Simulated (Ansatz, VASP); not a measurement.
**AlCo3: VASP beside Ansatz**

POSCAR

```
AlCo3
1.0
    3.5749480000      0.0000000000      0.0000000000
    0.0000000000      3.5749480000      0.0000000000
    0.0000000000      0.0000000000      3.5749480000
Al Co
1 3
Direct
    0.0000000000      0.0000000000      0.0000000000
    0.5000000000      0.5000000000      0.0000000000
    0.5000000000      0.0000000000      0.5000000000
    0.0000000000      0.5000000000      0.5000000000
```

File INCAR.step1:

```
PREC = Accurate
ENCUT = 520
ISMEAR = 0
SIGMA = 0.1
LREAL = False
LASPH = True
NELM = 150
ISPIN = 2
MAGMOM = 0 1.76 1.76 1.76
LMAXMIX = 4
NBANDS = 27
GGA = PE
ALGO = Normal
EDIFF = 1E-4
LWAVE = True
LCHARG = False
```

File INCAR.step2:

```
PREC = Accurate
ENCUT = 520
EDIFF = 1E-6
ISMEAR = 0
SIGMA = 0.1
LREAL = False
LASPH = True
NELM = 150
ALGO = Normal
ISIF = 2
LWAVE = False
LCHARG = True
ISPIN = 2
MAGMOM = 0 1.76 1.76 1.76
LORBIT = 11
LMAXMIX = 4
METAGGA = R2SCAN
LMIXTAU = True
LELF = True
LVHAR = True
NBANDS = 27
ISTART = 1
```

KPOINTS

```
regular mesh
0
Gamma
  2 2 2
```

Input for Ansatz:

```yaml
crystal:
  lattice:
    - [3.574948, 0.0, 0.0]
    - [0.0, 3.574948, 0.0]
    - [0.0, 0.0, 3.574948]
  atoms:
    - { symbol: Al, position: [0.0, 0.0, 0.0] }
    - { symbol: Co, position: [0.5, 0.5, 0.0], spin: 1.76 }
    - { symbol: Co, position: [0.5, 0.0, 0.5], spin: 1.76 }
    - { symbol: Co, position: [0.0, 0.5, 0.5], spin: 1.76 }
basis:
  ecutwfc: 500
kpoints:
  mp_grid: { grid: [2, 2, 2] }
hamiltonian:
  xc: r2scan
scf:
  occupations: { method: gaussian, width: 0.1 }
output:
  forces: true
  stress: true
  eigenvalues: true
  populations: true
magnetization:
  spin_polarized: true
```

Alike in both runs: task single point; functional r2SCAN; k mesh 2 × 2 × 2; occupations gaussian, width 0.1 eV; collinear spin.

|  | VASP | Ansatz |
| --- | --- | --- |
| version | VASP 6.6.1 | Ansatz 0.2.0 |
| potentials or method | VASP PAW PBE potentials, release 64 (Al, Co) | scalar-relativistic, plane waves, PAW |
| plane-wave cutoff (eV) | 520 | 500 |
| valence electrons in the cell | 30 | 54 |

Ansatz gave:

```
gap on the k mesh at the Fermi level (eV)                     : none
pressure (GPa)                                                : -3.3
net moment per atom (μB)                                      : 1.06
size of the moment on the site where the two differ most (μB) : 1.53
```

Estimate VASP's values.

gap on the k mesh at the Fermi level (eV): none; pressure (GPa): -12.1; net moment per atom (μB): 0.44; size of the moment on the site where the two differ most (μB): 0.59.

The net moments differ so much that the two runs ended in different magnetic states, which moves the other rows too. Site moments also hang on the region over which each program counts them. A gap of «none» marks a metal or a gap that the smearing closes. The two sets of potentials don't hold the same shells in valence. Ansatz warned: «stability_check_not_made».

Caveats: the k mesh is coarse (spacing up to 0.88 Å⁻¹), so the values aren't converged; the PAW data sets were made with another functional, which shifts forces and pressure a little (VASP).
